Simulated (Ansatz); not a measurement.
A strain series on RbBr (rocksalt): uniaxial along [111], other directions held

RbBr in the rocksalt structure, relaxed with r2SCAN in the PAW code Ansatz, then strained (uniaxial along [111], other directions held; changes of length per length, axes as in the cell below) with the atoms relaxed again within the symmetry that is left. The symmetry is Fm-3m (No. 225, cubic); a = 6.922 Å in the conventional setting, 41.45 Å³ an atom. Rb has 6 Br at 3.46 Å; Br has 6 Rb at 3.46 Å. Calculated for a static, non-magnetic cell.

```
CELL_PARAMETERS angstrom
0.00000 3.46083 3.46083
3.46083 0.00000 3.46083
3.46083 3.46083 0.00000
ATOMIC_POSITIONS crystal
Rb 0.00000 0.00000 0.00000
Br 0.50000 0.50000 0.50000
```

Gaps are the least over each mesh (PBE 6×6×6, r2SCAN 6×6×6, HSE06 4×4×4 when unstrained) and the special points, which keep their unstrained names; stress is the change from the unstrained cell, compression positive.

```
strain (%)  gap, PBE (eV)  gap, r2SCAN (eV)  gap, HSE06 (eV)  edges, HSE06  stress along the strain, r2SCAN (GPa)  energy rise, r2SCAN (meV/atom)
     -5.72          4.368             4.976            5.531             Γ                                  +1.15                             8.8
     -3.72          4.342             4.947            5.501             Γ                                  +0.74                             3.8
       0.0          4.291             4.893            5.443             Γ                                   0.00                             0.0
      +1.5          4.245             4.846            5.394             Γ                                  -0.29                             0.5
      +2.5          4.215             4.814            5.361             Γ                                  -0.48                             1.4
```

**Question.** Estimate the row for a strain of -0.71 %.

**Answer.**
```
strain (%)  gap, PBE (eV)  gap, r2SCAN (eV)  gap, HSE06 (eV)  edges, HSE06  stress along the strain, r2SCAN (GPa)  energy rise, r2SCAN (meV/atom)
     -0.71          4.301             4.904            5.455             Γ                                  +0.14                             0.2
```

Between zero and the nearest strains the slope of the HSE06 gap against strain is -0.016 eV per percent for negative and -0.033 for positive strain.

The runs are scalar-relativistic, without spin-orbit coupling.

The meshes of the hybrids are coarse, so their gaps aren't converged to the digits shown.
